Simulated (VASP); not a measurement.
# Be (P6_3/mmc) in VASP: further runs

The runs below take Be through single point, with LDA.

Program: VASP 6.6.1. These are calculated values, not measurements. Logs are shortened: lines on timing, memory, paths and dates and some standing lists are left out, and cuts for length are marked.

## 1. The crystal as given

Symmetry: P6_3/mmc, No. 194, hexagonal system. The conventional cell has a = 2.285 Å, b = 2.285 Å, c = 3.584 Å, α = 90.00°, β = 90.00°, γ = 120.00°. Be (site symmetry -6m2) has 12 Be at 2.23 to 2.29 Å as nearest neighbours.

## 2. Single point, LDA

INCAR reads:

```
  ADDGRID = F
  ALGO = Normal
  EDIFF = 1E-6
  ENCUT = 460
  GGA = CA
  ISIF = 2
  ISMEAR = 1
  LASPH = T
  LCHARG = F
  LREAL = F
  LWAVE = F
  NELM = 100
  PREC = Accurate
  SIGMA = 0.2
```

KPOINTS reads:

```
k-points
0
Gamma
  6 6 4
```

POSCAR reads:

```
Be
1.0
    2.2853000000      0.0000000000      0.0000000000
   -1.1426500000      1.9791278553      0.0000000000
    0.0000000000      0.0000000000      3.5842000000
Be
2
Direct
    0.6666666667      0.3333333333      0.7500000000
    0.3333333333      0.6666666667      0.2500000000
```

Potentials or basis: VASP PAW LDA potentials, release 64 (Be).

Started as:

```bash
$ cat potpaw_LDA.64/Be/POTCAR > POTCAR
$ mpirun -np 1 vasp_std > vasp.out
```

OUTCAR:

```text
EDIFF = 1E-6
   ENCUT = 460
   GGA = CA
   ISIF = 2
   ISMEAR = 1
   LASPH = T
   LREAL = F
   NELM = 100
   PREC = Accurate

 Found     21 irreducible k-points:

 Following reciprocal coordinates:
            Coordinates               Weight
  0.000000  0.000000  0.000000      1.000000
  0.166667  0.000000  0.000000      6.000000
  0.333333  0.000000  0.000000      6.000000
  0.500000  0.000000  0.000000      3.000000
  0.166667  0.166667  0.000000      6.000000
  0.333333  0.166667  0.000000     12.000000
   k-points           NKPTS =     21   k-points in BZ     NKDIM =     21   number of bands    NBANDS=      6
   number of dos      NEDOS =    301   number of ions     NIONS =      2
   total plane-waves  NPLWV =   7168
   dimension x,y,z NGX =    16 NGY =   16 NGZ =   28
   dimension x,y,z NGXF=    32 NGYF=   32 NGZF=   56
   ions per type =               2
   NGX,Y,Z   is equivalent  to a cutoff of  11.64, 11.64, 12.99 a.u.
   NGXF,Y,Z  is equivalent  to a cutoff of  23.28, 23.28, 25.97 a.u.
 SYSTEM =  unknown system
   PREC   = accura    normal or accurate (medium, high low for compatibility)
   ISTART =      0    job   : 0-new  1-cont  2-samecut
   ICHARG =      2    charge: 1-file 2-atom 10-const
   ISPIN  =      1    spin polarized calculation?
   LNONCOLLINEAR =      F non collinear calculations
   LSORBIT =      F    spin-orbit coupling
   LASPH  =      T    aspherical Exc in radial PAW
   ENCUT  =  460.0 eV  33.81 Ry    5.81 a.u.   4.00  4.00  6.27*2*pi/ulx,y,z
   NELM   =    100;   NELMIN=  2; NELMDL= -5     # of ELM steps
   EDIFF  = 0.1E-05   stopping-criterion for ELM
[... 30 lines left out ...]
 non-spin polarized calculation
 Methfessel and Paxton  Order N= 1 SIGMA  =   0.20
  energy-cutoff  :      460.00
  volume of cell :       16.21
 maximum number of plane-waves:       373
 NGX is ok and might be reduce to    16
   NGX =  7   NGY =  7   NGZ = 13

 number of electron       4.0000000 magnetization

 Free energy of the ion-electron system (eV)
  ---------------------------------------------------
  ext. energy  EPLUGINS =         0.00000000
  ---------------------------------------------------
  free energy    TOTEN  =        -8.33338798 eV

  energy without entropy =       -8.33542187  energy(sigma->0) =       -8.33406595

 E-fermi :   5.9227     XC(G=0): -10.5389

 val. band max:        5.7575630372   @ k =   0.3333   0.1667   0.0000
 cond. band min:       6.2935229642   @ k =   0.3333   0.0000   0.0000
 fundamental gap:      0.5359599270
 Fermi energy:         5.9227279711

 k-point     1 :       0.0000    0.0000    0.0000
  band No.  band energies     occupation
      1      -4.4942      2.00000
      2       2.2592      2.00000
      3       7.7850     -0.00000
      4      21.9221      0.00000
      5      21.9221      0.00000
      6      24.7249      0.00000

 k-point     2 :       0.1667    0.0000    0.0000
  band No.  band energies     occupation
      1      -3.7168      2.00000
      2       3.2800      2.00000
      3       7.9518     -0.00000
      4      17.4648      0.00000
      5      19.2086      0.00000
      6      24.3920      0.00000

 k-point     3 :       0.3333    0.0000    0.0000
  band No.  band energies     occupation
      1      -1.3914      2.00000
      2       6.2935     -0.02489
      3       7.0428     -0.00000
      4      12.7968      0.00000
      5      16.5462      0.00000
      6      18.4939      0.00000

 k-point     4 :       0.5000    0.0000    0.0000
  band No.  band energies     occupation
      1       1.6722      2.00000
      2       3.5052      2.00000
      3      10.0966      0.00000
      4      13.0029      0.00000
      5      13.2067      0.00000
      6      15.6056      0.00000

 k-point     5 :       0.1667    0.1667    0.0000
  band No.  band energies     occupation
      1      -2.1556      2.00000
      2       5.3020      2.00010
      3       8.0775     -0.00000
      4      13.2509      0.00000
      5      15.5403      0.00000
      6      21.3647      0.00000

 k-point     6 :       0.3333    0.1667    0.0000
  band No.  band energies     occupation
      1       0.9298      2.00000
      2       5.7576      1.99273
      3       9.1712     -0.00000
      4      10.3671      0.00000
      5      13.5252      0.00000
      6      15.5421      0.00000

 [... further k-points ...]
[... 5 lines left out ...]
  --------------------------------------------------------------------------------------
  -------------------------------------------------------------------------------------
  Total       -0.3697262     -0.3697262     -1.5452358      0.0000000      0.0000000      0.0000000
  in kB      -36.5410880    -36.5410880   -152.7200444      0.0000000      0.0000000      0.0000000
  external PRESSURE =     -75.2674068 kB  Pullay stress =       0.0000000 kB

 VOLUME and BASIS-vectors are now :
 -----------------------------------------------------------------------------
  energy-cutoff  :      460.00
  volume of cell :       16.21
      direct lattice vectors                 reciprocal lattice vectors
     2.285300000  0.000000000  0.000000000     0.437579311  0.252636533  0.000000000
    -1.142650000  1.979127855  0.000000000     0.000000000  0.505273066  0.000000000
     0.000000000  0.000000000  3.584200000     0.000000000  0.000000000  0.279002288

 POSITION                                       TOTAL-FORCE (eV/Angst)
 -----------------------------------------------------------------------------------
      1.14265      0.65971      2.68815         0.000000      0.000000      0.000000
     -0.00000      1.31942      0.89605        -0.000000     -0.000000      0.000000
 -----------------------------------------------------------------------------------
    total drift:                                0.000000     -0.000000      0.000000

  FREE ENERGIE OF THE ION-ELECTRON SYSTEM (eV)
  ---------------------------------------------------
  free  energy   TOTEN  =        -8.3333879832 eV

  energy  without entropy=       -8.3354218714  energy(sigma->0) =       -8.33406595
```

Wall time 0.8 s (1 thread of AMD EPYC 9R45 (Zen 5), shared host); peak memory 0.07 GiB.

The run converged, but some of its settings lie outside the range that counts as converged, so its numbers aren't taken as properties of the crystal.

Results:

| Quantity | Value |
| --- | --- |
| Free energy | -8.3334 eV |
| Pressure | -7.5 GPa |
| Band gap on the k mesh | none (metal or under the smearing width) |

Caveat: the k mesh is coarse (spacing up to 0.53 Å⁻¹), so the values aren't converged.

## 3. Single point, LDA

INCAR is that of step 2.

KPOINTS is that of step 2.

POSCAR reads:

```
Be
1.0
    2.2853000000      0.0000000000      0.0000000000
   -1.1426500000      1.9791278553      0.0000000000
    0.0000000000      0.0000000000      3.5842000000
Be
2
Direct
    0.6556040000      0.3139550000      0.7387090000
    0.3030700000      0.6820070000      0.2728280000
```

Potentials or basis: VASP PAW LDA potentials, release 64 (Be).

Started as:

```bash
$ cat potpaw_LDA.64/Be/POTCAR > POTCAR
$ mpirun -np 1 vasp_std > vasp.out
```

OUTCAR:

```text
EDIFF = 1E-6
   ENCUT = 460
   GGA = CA
   ISIF = 2
   ISMEAR = 1
   LASPH = T
   LREAL = F
   NELM = 100
   PREC = Accurate

 Found     76 irreducible k-points:

 Following reciprocal coordinates:
            Coordinates               Weight
  0.000000  0.000000  0.000000      1.000000
  0.166667  0.000000  0.000000      2.000000
  0.000000  0.166667  0.000000      2.000000
 -0.166667  0.166667  0.000000      2.000000
  0.333333  0.000000  0.000000      2.000000
  0.000000  0.333333  0.000000      2.000000
   k-points           NKPTS =     76   k-points in BZ     NKDIM =     76   number of bands    NBANDS=      6
   number of dos      NEDOS =    301   number of ions     NIONS =      2
   total plane-waves  NPLWV =   7168
   dimension x,y,z NGX =    16 NGY =   16 NGZ =   28
   dimension x,y,z NGXF=    32 NGYF=   32 NGZF=   56
   ions per type =               2
   NGX,Y,Z   is equivalent  to a cutoff of  11.64, 11.64, 12.99 a.u.
   NGXF,Y,Z  is equivalent  to a cutoff of  23.28, 23.28, 25.97 a.u.
 SYSTEM =  unknown system
   PREC   = accura    normal or accurate (medium, high low for compatibility)
   ISTART =      0    job   : 0-new  1-cont  2-samecut
   ICHARG =      2    charge: 1-file 2-atom 10-const
   ISPIN  =      1    spin polarized calculation?
   LNONCOLLINEAR =      F non collinear calculations
   LSORBIT =      F    spin-orbit coupling
   LASPH  =      T    aspherical Exc in radial PAW
   ENCUT  =  460.0 eV  33.81 Ry    5.81 a.u.   4.00  4.00  6.27*2*pi/ulx,y,z
   NELM   =    100;   NELMIN=  2; NELMDL= -5     # of ELM steps
   EDIFF  = 0.1E-05   stopping-criterion for ELM
[... 30 lines left out ...]
 non-spin polarized calculation
 Methfessel and Paxton  Order N= 1 SIGMA  =   0.20
  energy-cutoff  :      460.00
  volume of cell :       16.21
 maximum number of plane-waves:       373
   NGX =  7   NGY =  7   NGZ = 13

 number of electron       4.0000000 magnetization

 Free energy of the ion-electron system (eV)
  ---------------------------------------------------
  ext. energy  EPLUGINS =         0.00000000
  ---------------------------------------------------
  free energy    TOTEN  =        -8.26151744 eV

  energy without entropy =       -8.26309959  energy(sigma->0) =       -8.26204483

 E-fermi :   6.1339     XC(G=0): -10.5311

 val. band max:        5.9450707681   @ k =  -0.3333   0.5000   0.0000
 cond. band min:       6.2713488499   @ k =  -0.3333   0.3333   0.0000
 fundamental gap:      0.3262780818
 Fermi energy:         6.1339497626

 k-point     1 :       0.0000    0.0000    0.0000
  band No.  band energies     occupation
      1      -4.5054      2.00000
      2       2.2959      2.00000
      3       7.6991     -0.00000
      4      21.5232      0.00000
      5      22.2671      0.00000
      6      24.1533      0.00000

 k-point     2 :       0.1667    0.0000    0.0000
  band No.  band energies     occupation
      1      -3.7313      2.00000
      2       3.3171      2.00000
      3       7.8624     -0.00000
      4      17.4308      0.00000
      5      19.2355      0.00000
      6      24.0648      0.00000

 k-point     3 :       0.0000    0.1667    0.0000
  band No.  band energies     occupation
      1      -3.7316      2.00000
      2       3.3187      2.00000
      3       7.8528     -0.00000
      4      17.4572      0.00000
      5      19.2367      0.00000
      6      24.1497      0.00000

 k-point     4 :      -0.1667    0.1667    0.0000
  band No.  band energies     occupation
      1      -3.7302      2.00000
      2       3.3083      2.00000
      3       7.9165     -0.00000
      4      17.3043      0.00000
      5      19.0513      0.00000
      6      24.2540      0.00000

 k-point     5 :       0.3333    0.0000    0.0000
  band No.  band energies     occupation
      1      -1.4129      2.00000
      2       6.3365     -0.05279
      3       6.9168     -0.00000
      4      12.8987      0.00000
      5      16.5532      0.00000
      6      18.4359      0.00000

 k-point     6 :       0.0000    0.3333    0.0000
  band No.  band energies     occupation
      1      -1.4117      2.00000
      2       6.3488     -0.06241
      3       6.8628     -0.00000
      4      13.0060      0.00000
      5      16.5416      0.00000
      6      18.3731      0.00000

 [... further k-points ...]
[... 5 lines left out ...]
  --------------------------------------------------------------------------------------
  -------------------------------------------------------------------------------------
  Total       -0.4302591     -0.2118157     -1.1943706      0.1343986      0.1083576     -0.1167258
  in kB      -42.5237268    -20.9343483   -118.0430341     13.2829999     10.7092901    -11.5363374
  external PRESSURE =     -60.5003697 kB  Pullay stress =       0.0000000 kB

 VOLUME and BASIS-vectors are now :
 -----------------------------------------------------------------------------
  energy-cutoff  :      460.00
  volume of cell :       16.21
      direct lattice vectors                 reciprocal lattice vectors
     2.285300000  0.000000000  0.000000000     0.437579311  0.252636533  0.000000000
    -1.142650000  1.979127855  0.000000000     0.000000000  0.505273066  0.000000000
     0.000000000  0.000000000  3.584200000     0.000000000  0.000000000  0.279002288

 POSITION                                       TOTAL-FORCE (eV/Angst)
 -----------------------------------------------------------------------------------
      1.13951      0.62136      2.64768        -0.275300      0.255035      0.864205
     -0.08669      1.34978      0.97787         0.275300     -0.255035     -0.864205
 -----------------------------------------------------------------------------------
    total drift:                                0.000000      0.000000      0.000000

  FREE ENERGIE OF THE ION-ELECTRON SYSTEM (eV)
  ---------------------------------------------------
  free  energy   TOTEN  =        -8.2615174446 eV

  energy  without entropy=       -8.2630995937  energy(sigma->0) =       -8.26204483
```

OSZICAR:

```text
N       E                     dE             d eps       ncg     rms          rms(c)
DAV:   1    -0.440534871514E+01   -0.44053E+01   -0.16030E+03   936   0.485E+02
DAV:   2    -0.833020746783E+01   -0.39249E+01   -0.37204E+01  1314   0.448E+01
DAV:   3    -0.835457806567E+01   -0.24371E-01   -0.24346E-01  1170   0.381E+00
DAV:   4    -0.835458876139E+01   -0.10696E-04   -0.10695E-04  1284   0.709E-02
DAV:   5    -0.835458876419E+01   -0.27943E-08   -0.25883E-08  1140   0.789E-04    0.142E+00
DAV:   6    -0.828198958497E+01    0.72599E-01   -0.10572E-01  1086   0.147E+00    0.783E-01
DAV:   7    -0.826297338051E+01    0.19016E-01   -0.38246E-02  1398   0.975E-01    0.253E-01
DAV:   8    -0.826151754095E+01    0.14558E-02   -0.11896E-03   960   0.296E-01    0.958E-03
DAV:   9    -0.826151811670E+01   -0.57575E-06   -0.14892E-05  1344   0.298E-02    0.437E-03
DAV:  10    -0.826151744461E+01    0.67209E-06   -0.70924E-07   810   0.717E-03
   1 F= -.82615174E+01 E0= -.82620448E+01  d E =0.158215E-02
```

It took 1.9 s on 1 thread of AMD EPYC 9R45 (Zen 5), shared host; peak memory 0.08 GiB.

These settings aren't checked as converged: the numbers below hold their error.

Results:

| Property | Result |
| --- | --- |
| Free energy | -8.2615 eV |
| Pressure | -6.1 GPa |
| Largest force | 0.942 eV/Å |
| Band gap on the k mesh | none (metal or under the smearing width) |

Caveat: the k mesh is coarse (spacing up to 0.53 Å⁻¹), so the values aren't converged.

## 4. Single point, LDA

INCAR: that of step 3 with these lines changed.

```diff
@@ -13,2 +13,2 @@
   PREC = Accurate
-  SIGMA = 0.2
+  SIGMA = 0.4
```

KPOINTS is that of step 3.

POSCAR reads:

```
Be
1.0
    2.2853000000      0.0000000000      0.0000000000
   -1.1426500000      1.9791278553      0.0000000000
    0.0000000000      0.0000000000      3.5842000000
Be
2
Direct
    0.6666666667      0.3333333333      0.7500000000
    0.3333333333      0.6666666667      0.2500000000
```

Started as:

```bash
$ cat potpaw_LDA.64/Be/POTCAR > POTCAR
$ mpirun -np 1 vasp_std > vasp.out
```

Run time: 0.9 s. Hardware: 1 thread of AMD EPYC 9R45 (Zen 5), shared host; peak memory 0.08 GiB.

These settings aren't checked as converged: the numbers below hold their error.

Results:

```
Free energy            : -8.3303 eV
Pressure               : -7.6 GPa
Band gap on the k mesh : none (metal or under the smearing width)
```

Caveat: the k mesh is coarse (spacing up to 0.53 Å⁻¹), so the values aren't converged.

[end of part 1 of 2]
